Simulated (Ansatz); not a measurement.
Crystal: Zn.

```
Zn
1.0
    -1.56904    1.56904    1.56904
     1.56904   -1.56904    1.56904
     1.56904    1.56904   -1.56904
Zn
1
Direct
  0.00000 0.00000 0.00000
```

This isn't the form of Zn at room conditions, which is hcp.

Base run:

* Program: Ansatz 0.2.0
* Functional: PBEsol
* Potentials or basis: all-electron LAPW, scalar-relativistic
* Cutoff: 253 eV
* Density cutoff: 1012 eV
* Basis error allowed: 0.001 eV/atom
* k mesh: 12 × 12 × 12
* Occupations: fermi-dirac, width 0.05 eV
* Spin: no spin polarisation

Its results: pressure -5.2 GPa.

The run is repeated on the same cell with these changes: potentials or basis from all-electron LAPW, scalar-relativistic to all-electron LAPW, non-relativistic. What comes out?

Pressure -3.9 GPa.

Not every run made on this cell is shown here.
